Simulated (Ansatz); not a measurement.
**Pd: equation of state with r2SCAN**

Pd:

```
CELL_PARAMETERS angstrom
0.00000 1.94650 1.94650
1.94650 0.00000 1.94650
1.94650 1.94650 0.00000
ATOMIC_POSITIONS crystal
Pd 0.00000 0.00000 0.00000
```

```yaml
Program: Ansatz 0.2.0
Task: equation of state
Functional: r2SCAN
Potentials_or_basis: Ansatz PAW
Cutoff: 500 eV
Density_cutoff: 2000 eV
k_mesh: 12 × 12 × 12
Occupations: fermi-dirac, width 0.05 eV
Spin: no spin polarisation
```

| Quantity | Value |
| --- | --- |
| Equilibrium volume | 14.91 Å³/atom |
| Bulk modulus | 186 GPa |
| Pressure derivative of the bulk modulus | 5.6 |

Energy against volume, from the lowest point:
| volume (Å³/atom) | energy (meV/atom) |
| --- | --- |
| 13.865 | 48.98 |
| 14.160 | 23.72 |
| 14.455 | 7.86 |
| 14.750 | 0.29 |
| 15.045 | 0.00 |
| 15.340 | 6.10 |
| 15.635 | 17.77 |

All runs of the series together: 9.8 s on 2 threads of AMD EPYC 7R13 Processor (Zen 3), with other jobs on the host.

Caveat: the PAW data sets were made with another functional, which shifts forces and pressure a little. Zero-point motion and thermal expansion aren't in these numbers.
